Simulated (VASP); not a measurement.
A calculation with VASP 6.6.1 of Ge (native input, structure from a POSCAR):

INCAR

```
SYSTEM = Ge
ALGO = Normal
EDIFF = 1E-7
ENCUT = 520
GGA = PS
ISIF = 2
ISMEAR = 0
LASPH = .True.
LCHARG = .True.
LELF = .True.
LREAL = .False.
LVHAR = .True.
LWAVE = .False.
NELM = 100
PREC = Accurate
SIGMA = 0.02
```

Contents of KPOINTS:

```
k-points
0
Gamma
  11 11 10
  0 0 0
```

File POSCAR:

```
Ge
1.0
    1.3971490000     -2.6005160000      0.0000000000
    1.3971490000      2.6005160000      0.0000000000
    0.0000000000      0.0000000000      2.6982310000
Ge
1
Cartesian
    1.3971490000      0.0000000000      0.0000000000
```

Potentials or basis: VASP PAW PBE potentials, release 64 (Ge_d).

Run with:

```sh
$ cat potpaw_PBE.64/Ge_d/POTCAR > POTCAR
$ mpirun -np 1 vasp_std > vasp.out
```

This isn't the form of Ge at room conditions, which is diamond.

Q: Write the same calculation in another form: ASE script, structure by space group and Wyckoff sites.

A: As run:

Contents of run.py:

```python
from ase.calculators.vasp import Vasp
from ase.dft.bandgap import bandgap
from ase.spacegroup import crystal

atoms = crystal(
    ['Ge'],
    basis=[[0.5, 0.0, 0.0]],
    spacegroup=65,
    setting=1,
    cellpar=[2.794298, 5.201032, 2.698231, 90.0, 90.0, 90.0],
    primitive_cell=True,
)
calc = Vasp(
    directory='calc',
    xc='pbesol',
    pp='PBE',
    setups='materialsproject',
    prec='Accurate',
    encut=520,
    ediff=1e-06,
    ismear=0,
    sigma=0.02,
    lreal=False,
    lasph=True,
    nelm=80,
    algo='Fast',
    isif=2,
    lwave=False,
    lcharg=False,
    kpts=[11, 11, 10],
    gamma=True,
    nbands=13,
)
atoms.calc = calc

print('energy (eV):', atoms.get_potential_energy())
print('free energy (eV):', atoms.get_potential_energy(force_consistent=True))
print('forces (eV/A):')
print(atoms.get_forces())
print('stress (eV/A^3, Voigt):', atoms.get_stress())
print('Fermi level (eV):', calc.get_fermi_level())
gap, top, bottom = bandgap(calc)
print('band gap (eV):', gap, 'from (spin, k, band)', top, 'to', bottom)
```

Potentials or basis: VASP PAW PBE potentials, release 64 (Ge_d).

Command:

```console
$ python run.py
```

Both were run:

|  | native input, structure from a POSCAR | ASE script, structure by space group and Wyckoff sites |
| --- | --- | --- |
| Pressure | -4.2 GPa | -3.9 GPa |
| Band gap on the k mesh | none (metal or under the smearing width) | none (metal or under the smearing width) |

Keys that steer only the numerical path or the files written may differ.

Caveat: the PAW data sets were made with another functional, which shifts forces and pressure a little.
